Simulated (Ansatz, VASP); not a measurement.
## One calculation of Na, two programs

The input INCAR:

```
SYSTEM = Na
ALGO = Normal
EDIFF = 1E-7
ENCUT = 520
GGA = PE
ISIF = 2
ISMEAR = -1
LASPH = .TRUE.
LCHARG = .FALSE.
LREAL = .FALSE.
LWAVE = .FALSE.
NBANDS = 10
NELM = 60
PREC = Accurate
SIGMA = 0.05
```

KPOINTS

```
k-points
0
G
  10 10 10
  0 0 0
```

The input POSCAR:

```
Na
1.0
   -1.9082560000      1.9483660000      2.6226900000
    1.8556030000     -1.9253450000      2.5685080000
    1.8968950000      1.9139850000     -2.6062080000
Na
1
Direct
   -0.0019830000     -0.0049790000     -0.0170240000
```

input.yaml

```yaml
crystal:
  lattice:
    - [-1.908256, 1.948366, 2.62269]
    - [1.855603, -1.925345, 2.568508]
    - [1.896895, 1.913985, -2.606208]
  atoms:
    - { symbol: Na, position: [-0.001983, -0.004979, -0.017024] }
hamiltonian:
  xc: pbe
  pseudopotentials: { kind: paw }
kpoints:
  mp_grid: { grid: [10, 10, 10] }
scf:
  occupations: { method: fermi_dirac, width: 0.05 }
output:
  forces: true
  stress: true
  eigenvalues: true
```

Change from the starting cell: cell strained at random at fixed volume.

Alike in both runs: task single point; functional PBE; k mesh 10 × 10 × 10; occupations fermi-dirac, width 0.05 eV; no spin polarisation.

|  | VASP | Ansatz |
| --- | --- | --- |
| version | VASP 6.6.1 | Ansatz 0.2.0 |
| potentials or method | VASP PAW PBE potentials, release 64 (Na_pv) | Ansatz PAW |
| plane-wave cutoff (eV) | 520 | 420 |
| valence electrons in the cell | 7 | 9 |

```csv
,VASP,Ansatz,Ansatz less VASP
gap on the k mesh at the Fermi level (eV),none,none,-
pressure (GPa),-0.1,-0.1,0.00
largest component of the traceless stress (GPa),0.17,0.17,+0.001
```

A gap of «none» marks a metal or a gap that the smearing closes. The functional is the same, so the differences come from potentials, cutoffs and numerics. The two sets of potentials don't hold the same shells in valence.
